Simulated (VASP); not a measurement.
# Y (P6_3/mmc) in VASP: notebook

One crystal, Y, is run at these levels: BLYP, AM05, PW91, r2SCAN; tasks: band structure.

Program: VASP 6.6.1. These are calculated values, not measurements. Logs are shortened: lines on timing, memory, paths and dates and some standing lists are left out, and cuts for length are marked.

**1. Starting point**

Symmetry: P6_3/mmc, No. 194, hexagonal system. Conventional cell: a = 3.647 Å, b = 3.647 Å, c = 5.731 Å, α = 90.00°, β = 90.00°, γ = 120.00°. Y (site symmetry -6m2) has 12 Y at 3.56 to 3.65 Å as nearest neighbours.

**2. Band structure, BLYP**

INCAR

```
SYSTEM = Y
PREC = Accurate
ENCUT = 520
EDIFF = 1E-6
ISMEAR = -1
SIGMA = 0.05
LREAL = .FALSE.
LASPH = .TRUE.
NELM = 80
ALGO = Normal
ISIF = 2
LWAVE = .FALSE.
LCHARG = .FALSE.
LMAXMIX = 4
GGA = B5
ALDAX = 1.0
AGGAX = 1.0
AGGAC = 1.0
ALDAC = 0.0
NBANDS = 18
```

KPOINTS

```
Automatic mesh
0
G
  8 8 5
  0 0 0
```

POSCAR

```
Y
1.0
    3.6474000000      0.0000000000      0.0000000000
   -1.8237000000      3.1587410578      0.0000000000
    0.0000000000      0.0000000000      5.7306000000
Y
2
Direct
    0.6666666667      0.3333333333      0.7500000000
    0.3333333333      0.6666666667      0.2500000000
```

KPOINTS_OPT

```
path GMKGALHA,LM,KH
15
line-mode
reciprocal
 0.0000000000  0.0000000000  0.0000000000  G
 0.5000000000  0.0000000000  0.0000000000  M

 0.5000000000  0.0000000000  0.0000000000  M
 0.3333333333  0.3333333333  0.0000000000  K

 0.3333333333  0.3333333333  0.0000000000  K
 0.0000000000  0.0000000000  0.0000000000  G

 0.0000000000  0.0000000000  0.0000000000  G
 0.0000000000  0.0000000000  0.5000000000  A

 0.0000000000  0.0000000000  0.5000000000  A
 0.5000000000  0.0000000000  0.5000000000  L

 0.5000000000  0.0000000000  0.5000000000  L
 0.3333333333  0.3333333333  0.5000000000  H

 0.3333333333  0.3333333333  0.5000000000  H
 0.0000000000  0.0000000000  0.5000000000  A

 0.5000000000  0.0000000000  0.5000000000  L
 0.5000000000  0.0000000000  0.0000000000  M

 0.3333333333  0.3333333333  0.0000000000  K
 0.3333333333  0.3333333333  0.5000000000  H
```

Potentials or basis: VASP PAW PBE potentials, release 64 (Y_sv).

Started as:

```bash
cat potpaw_PBE.64/Y_sv/POTCAR > POTCAR
mpirun -np 1 vasp_std > vasp.out
```

OUTCAR:

```text
SYSTEM = Y
   PREC = Accurate
   ENCUT = 520
   EDIFF = 1E-6
   ISMEAR = -1
   LREAL = .FALSE.
   LASPH = .TRUE.
   NELM = 80
   ISIF = 2
   GGA = B5

 ion  position               nearest neighbor table
   1  0.667  0.333  0.750-   2 3.56   2 3.56   2 3.56   2 3.56   2 3.56   2 3.56
   2  0.333  0.667  0.250-   1 3.56   1 3.56   1 3.56   1 3.56   1 3.56   1 3.56

  LATTYP: Found a hexagonal cell.
 ALAT       =     3.6474000000
 C/A-ratio  =     1.5711465702

  Lattice vectors:

 A1 = (   3.6474000000,   0.0000000000,   0.0000000000)
 A2 = (  -1.8237000000,   3.1587410578,   0.0000000000)
 A3 = (   0.0000000000,   0.0000000000,   5.7306000000)

Analysis of symmetry for initial positions (statically):
=====================================================================
 Subroutine PRICEL returns:
 Original cell was already a primitive cell.

 Routine SETGRP: Setting up the symmetry group for a
 hexagonal supercell.

 Subroutine GETGRP returns: Found 24 space group operations
 (whereof 12 operations were pure point group operations)
 out of a pool of 24 trial point group operations.

The static configuration has the point symmetry D_3d.
 The point group associated with its full space group is D_6h.

Analysis of symmetry for dynamics (positions and initial velocities):
=====================================================================
 Subroutine PRICEL returns:
 Original cell was already a primitive cell.

 Routine SETGRP: Setting up the symmetry group for a
 hexagonal supercell.

 Subroutine GETGRP returns: Found 24 space group operations
 (whereof 12 operations were pure point group operations)
 out of a pool of 24 trial point group operations.

The dynamic configuration has the point symmetry D_3d.
 The point group associated with its full space group is D_6h.

 Subroutine INISYM returns: Found 24 space group operations
 (whereof 12 operations are pure point group operations),
 and found     1 'primitive' translations

----------------------------------------------------------------------------------------

                                     Primitive cell

  volume of cell :      66.0233

  direct lattice vectors                    reciprocal lattice vectors
     3.647400000  0.000000000  0.000000000     0.274167900  0.158290911  0.000000000
    -1.823700000  3.158741058  0.000000000     0.000000000  0.316581822  0.000000000
     0.000000000  0.000000000  5.730600000     0.000000000  0.000000000  0.174501797

  length of vectors
     3.647400000  3.647400000  5.730600000     0.316581822  0.316581822  0.174501797

  position of ions in fractional coordinates (direct lattice)
     0.666666667  0.333333333  0.750000000
     0.333333333  0.666666667  0.250000000

  ion indices of the primitive-cell ions
   primitive index   ion index
                 1           1
                 2           2

----------------------------------------------------------------------------------------

 KPOINTS: Automatic mesh

Automatic generation of k-mesh.
 Grid dimensions read from file:
 generate k-points for:    8    8    5

 Generating k-lattice:

  Cartesian coordinates                     Fractional coordinates (reciprocal lattice)
     0.034270988  0.019786364  0.000000000     0.125000000 -0.000000000  0.000000000
     0.000000000  0.039572728  0.000000000     0.000000000  0.125000000  0.000000000
     0.000000000  0.000000000  0.034900359     0.000000000  0.000000000  0.200000000

  Length of vectors
     0.039572728  0.039572728  0.034900359

  Shift w.r.t. Gamma in fractional coordinates (k-lattice)
     0.000000000  0.000000000  0.000000000

 Subroutine IBZKPT returns following result:
 ===========================================

 Found     30 irreducible k-points:

 Following reciprocal coordinates:
            Coordinates               Weight
  0.000000  0.000000  0.000000      1.000000
  0.125000  0.000000  0.000000      6.000000
  0.250000  0.000000  0.000000      6.000000
  0.375000 -0.000000  0.000000      6.000000
  0.500000  0.000000  0.000000      3.000000
  0.125000  0.125000  0.000000      6.000000
[... 16 lines left out ...]
  0.250000  0.000000  0.400000     12.000000
  0.375000 -0.000000  0.400000     12.000000
 [... further k-points ...]
   k-points           NKPTS =     30   k-points in BZ     NKDIM =     30   number of bands    NBANDS=     18
   number of dos      NEDOS =    301   number of ions     NIONS =      2
   total plane-waves  NPLWV =  37632
   dimension x,y,z NGX =    28 NGY =   28 NGZ =   48
   dimension x,y,z NGXF=    56 NGYF=   56 NGZF=   96
   ions per type =               2
   NGX,Y,Z   is equivalent  to a cutoff of  12.76, 12.76, 13.92 a.u.
   NGXF,Y,Z  is equivalent  to a cutoff of  25.52, 25.52, 27.85 a.u.
 SYSTEM =  Y
   PREC   = accura    normal or accurate (medium, high low for compatibility)
   ISTART =      0    job   : 0-new  1-cont  2-samecut
   ICHARG =      2    charge: 1-file 2-atom 10-const
   ISPIN  =      1    spin polarized calculation?
   LNONCOLLINEAR =      F non collinear calculations
   LSORBIT =      F    spin-orbit coupling
   LASPH  =      T    aspherical Exc in radial PAW
   ENCUT  =  520.0 eV  38.22 Ry    6.18 a.u.   6.78  6.78 10.66*2*pi/ulx,y,z
   NELM   =     80;   NELMIN=  2; NELMDL= -5     # of ELM steps
   EDIFF  = 0.1E-05   stopping-criterion for ELM
   LREAL  =      F    real-space projection
   EDIFFG = 0.1E-04   stopping-criterion for IOM
   NSW    =      0    number of steps for IOM
   IBRION =     -1    ionic relax: 0-MD 1-quasi-New 2-CG
   NFREE  =      0    steps in history (QN), initial steepest desc. (CG)
   ISIF   =      2    stress and relaxation
   ISYM   =      2    0-nonsym 1-usesym 2-fastsym
   POTIM  = 0.5000    time-step for ionic-motion
   TEBEG  =    0.0;   TEEND  =   0.0 temperature during run
   PSTRESS=    0.0 pullay stress
   NELECT =      22.0000    total number of electrons
   NUPDOWN=      -1.0000    fix difference up-down
   EMIN   =  10.00;   EMAX   =-10.00  energy-range for DOS
   EFERMI =   0.00;   METHOD = LEGACY
   ISMEAR =    -1;   SIGMA  =   0.05  broadening in eV -4-tet -1-fermi 0-gaus
   EFERMI_NEDOS =   21; number of points for ismear=-14 and -15
   IALGO  =     38    algorithm
   IMIX   =      4    mixing-type and parameters
     AMIX     =   0.40;   BMIX     =  1.00
     AMIX_MAG =   1.60;   BMIX_MAG =  1.00
  volume/ion in A,a.u.               =      33.01       222.77
  Fermi-wavevector in a.u.,A,eV,Ry     =   1.134967  2.144777 17.526345  1.288150
  Thomas-Fermi vector in A             =   2.271671
   LORBIT       =      0    0 simple, 1 ext, 2 COOP (PROOUT), +10 PAW based schemes
   GGA     = B5    functional components
   LHFCALC =     F    Hartree Fock is set to
   AEXX    =    0.0000 exact exchange contribution
   IVDW    =     0    specifies the selected vdW correction
   LEPSILON=     F    determine dielectric tensor
   LRPA    =     F    only Hartree local field effects (RPA)
 non-spin polarized calculation
  energy-cutoff  :      520.00
  volume of cell :       66.02
 maximum number of plane-waves:      1791
 NGX is ok and might be reduce to    28
   NGX = 13   NGY = 13   NGZ = 21

 number of electron      22.0000001 magnetization

 Free energy of the ion-electron system (eV)
  ---------------------------------------------------
  ext. energy  EPLUGINS =         0.00000000
  ---------------------------------------------------
  free energy    TOTEN  =       -10.91323579 eV

  energy without entropy =      -10.87254546  energy(sigma->0) =      -10.89289062

 E-fermi :   3.4462     XC(G=0):  -8.8918

 val. band max:        3.4378949523   @ k =   0.5000   0.0000   0.0000
 cond. band min:       3.4517075133   @ k =   0.2500   0.1250   0.0000
 fundamental gap:      0.0138125610
 Fermi energy:         3.4462121029

 k-point     1 :       0.0000    0.0000    0.0000
  band No.  band energies     occupation
      1     -39.2291      2.00000
      2     -39.1570      2.00000
      3     -19.5793      2.00000
      4     -19.1174      2.00000
      5     -19.1174      2.00000
      6     -19.0303      2.00000
[... 10 lines left out ...]
     17       6.1174      0.00000
     18       6.1174      0.00000

 k-point     2 :       0.1250    0.0000    0.0000
  band No.  band energies     occupation
      1     -39.2216      2.00000
      2     -39.1544      2.00000
      3     -19.5526      2.00000
      4     -19.1711      2.00000
      5     -19.1355      2.00000
      6     -19.0863      2.00000
[... 10 lines left out ...]
     17       5.8423      0.00000
     18       5.9731      0.00000

 k-point     3 :       0.2500    0.0000    0.0000
  band No.  band energies     occupation
      1     -39.2026      2.00000
      2     -39.1489      2.00000
      3     -19.4806      2.00000
      4     -19.3014      2.00000
      5     -19.2157      2.00000
      6     -19.1769      2.00000
[... 10 lines left out ...]
     17       6.5078      0.00000
     18       6.7631      0.00000

 k-point     4 :       0.3750   -0.0000    0.0000
  band No.  band energies     occupation
      1     -39.1810      2.00000
      2     -39.1458      2.00000
      3     -19.4322      2.00000
      4     -19.3884      2.00000
      5     -19.3378      2.00000
      6     -19.2161      2.00000
[... 375 lines left out ...]
      4     -19.2375      2.00000
      5     -19.1248      2.00000
      6     -19.1019      2.00000
[... 10 lines left out ...]
     17       7.1527      0.00000
     18       7.2310      0.00000

 k-point    23 :       0.2500    0.0000    0.4000
  band No.  band energies     occupation
      1     -39.1841      2.00000
      2     -39.1675      2.00000
      3     -19.4207      2.00000
      4     -19.3421      2.00000
      5     -19.1817      2.00000
      6     -19.1358      2.00000
[... 10 lines left out ...]
     17       7.2145      0.00000
     18       7.3463      0.00000

 k-point    24 :       0.3750   -0.0000    0.4000
  band No.  band energies     occupation
      1     -39.1689      2.00000
      2     -39.1580      2.00000
      3     -19.4996      2.00000
      4     -19.4573      2.00000
      5     -19.1866      2.00000
      6     -19.1688      2.00000
[... 10 lines left out ...]
     17       7.7917      0.00000
     18       7.8795      0.00000

 [... further k-points ...]

------------------------ aborting loop because EDIFF is reached ----------------------------------------

  FORCE on cell =-STRESS in cart. coord.  units (eV):
  Direction    XX          YY          ZZ          XY          YZ          ZX
  --------------------------------------------------------------------------------------
  -------------------------------------------------------------------------------------
  Total        0.3857726      0.3857726      0.2313203      0.0000000      0.0000000      0.0000000
  in kB        9.3614787      9.3614787      5.6134118      0.0000000      0.0000000      0.0000000
  external PRESSURE =       8.1121231 kB  Pullay stress =       0.0000000 kB

 VOLUME and BASIS-vectors are now :
 -----------------------------------------------------------------------------
  energy-cutoff  :      520.00
  volume of cell :       66.02
      direct lattice vectors                 reciprocal lattice vectors
     3.647400000  0.000000000  0.000000000     0.274167900  0.158290911  0.000000000
    -1.823700000  3.158741058  0.000000000     0.000000000  0.316581822  0.000000000
     0.000000000  0.000000000  5.730600000     0.000000000  0.000000000  0.174501797

 POSITION                                       TOTAL-FORCE (eV/Angst)
 -----------------------------------------------------------------------------------
      1.82370      1.05291      4.29795        -0.000000     -0.000000      0.000000
     -0.00000      2.10583      1.43265         0.000000      0.000000      0.000000
 -----------------------------------------------------------------------------------
    total drift:                               -0.000000      0.000000     -0.000000

  FREE ENERGIE OF THE ION-ELECTRON SYSTEM (eV)
  ---------------------------------------------------
  free  energy   TOTEN  =       -10.9132357873 eV

  energy  without entropy=      -10.8725454560  energy(sigma->0) =      -10.89289062
```

It took 94 s on 1 thread of AMD EPYC 9R45 (Zen 5), shared host; peak memory 0.18 GiB.

Results:

```yaml
Free_energy: -10.9132 eV
Pressure: 0.8 GPa
Band_gap_along_the_path: none (metal or under the smearing width)
```

Levels at the corners of the path, in eV from the Fermi level:
```
point  band 6  band 7  band 8  band 9  band 10  band 11  band 12  band 13  band 14  band 15
    Γ  -22.48  -22.48  -22.44   -4.56    -1.83     1.03     1.66     1.66     1.94     2.24
    M  -22.68  -22.59  -22.53   -1.62    -1.16    -0.80    -0.01     1.39     1.40     2.03
    M  -22.68  -22.59  -22.53   -1.62    -1.16    -0.80    -0.01     1.39     1.40     2.03
    K  -22.68  -22.68  -22.68   -0.70    -0.62    -0.62    -0.36     1.05     1.05     2.30
    K  -22.68  -22.68  -22.68   -0.70    -0.62    -0.62    -0.36     1.05     1.05     2.30
    Γ  -22.48  -22.48  -22.44   -4.56    -1.83     1.03     1.66     1.66     1.94     2.24
    Γ  -22.48  -22.48  -22.44   -4.56    -1.83     1.03     1.66     1.66     1.94     2.24
    A  -22.52  -22.52  -22.52   -3.14    -3.14     0.92     0.92     1.58     1.58     1.58
    A  -22.52  -22.52  -22.52   -3.14    -3.14     0.92     0.92     1.58     1.58     1.58
    L  -22.61  -22.59  -22.59   -1.61    -1.61     0.06     0.06     1.48     1.48     2.68
    L  -22.61  -22.59  -22.59   -1.61    -1.61     0.06     0.06     1.48     1.48     2.68
    H  -22.77  -22.54  -22.54   -0.38    -0.38    -0.32    -0.32     0.44     0.44     2.64
    H  -22.77  -22.54  -22.54   -0.38    -0.38    -0.32    -0.32     0.44     0.44     2.64
    A  -22.52  -22.52  -22.52   -3.14    -3.14     0.92     0.92     1.58     1.58     1.58
    L  -22.61  -22.59  -22.59   -1.61    -1.61     0.06     0.06     1.48     1.48     2.68
    M  -22.68  -22.59  -22.53   -1.62    -1.16    -0.80    -0.01     1.39     1.40     2.03
    K  -22.68  -22.68  -22.68   -0.70    -0.62    -0.62    -0.36     1.05     1.05     2.30
    H  -22.77  -22.54  -22.54   -0.38    -0.38    -0.32    -0.32     0.44     0.44     2.64
```

Caveat: the PAW data sets were made with another functional, which shifts forces and pressure a little.

[end of part 1 of 3]
